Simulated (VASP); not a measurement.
Set up this calculation in VASP 6.6.1, as the native input.

| Quantity | Value |
| --- | --- |
| Task | single point |
| Functional | PBEsol |
| Potentials or basis | VASP PAW PBE potentials, release 64 (Au) |
| Cutoff | 520 eV |
| k mesh | 11 × 11 × 6 |
| Occupations | fermi-dirac, width 0.05 eV |
| Spin | no spin polarisation |
| Ladder | free |
| Further INCAR settings | ALGO = Normal; EDIFF = 1e-07; NBANDS = 18 |

The structure of Au lies in POSCAR:

```
Au
1.0
    2.9000000000      0.0000000000      0.0000000000
   -1.4500000000      2.5114736710      0.0000000000
    0.0000000000      0.0000000000      4.8800000000
Au
2
Direct
    0.6666666667      0.3333333333      0.2500000000
    0.3333333333      0.6666666667      0.7500000000
```

This isn't the form of Au at room conditions, which is fcc.

These files were run (other wordings do the same):

INCAR

```
PREC     = Accurate       # precision mode
ENCUT    = 520            # plane-wave cutoff, eV
EDIFF    = 1E-7           # SCF threshold, eV
ISMEAR   = -1             # smearing method
SIGMA    = 0.05           # smearing width, eV
LREAL    = F              # projectors in reciprocal space
LASPH    = T              # aspherical terms in the spheres
NELM     = 80             # most SCF steps
ALGO     = Normal         # electronic algorithm
ISIF     = 2              # what is computed and relaxed
LWAVE    = F              # write WAVECAR
LCHARG   = F              # write CHGCAR
GGA      = PS             # functional
NBANDS   = 18             # bands
```

KPOINTS

```
regular mesh
0
Gamma
  11 11 6
```

Potentials or basis: VASP PAW PBE potentials, release 64 (Au).

Command:

```bash
$ cat potpaw_PBE.64/Au/POTCAR > POTCAR
$ mpirun -np 1 vasp_std > vasp.out
```

It gave:

The pressure is -6.7 GPa and the band gap on the k mesh is none (metal or under the smearing width).

Caveat: the PAW data sets were made with another functional, which shifts forces and pressure a little.

It took 18 s on 1 thread of Intel(R) Xeon(R) Platinum 8488C (Sapphire Rapids) (shared host), peak memory 0.17 GiB.
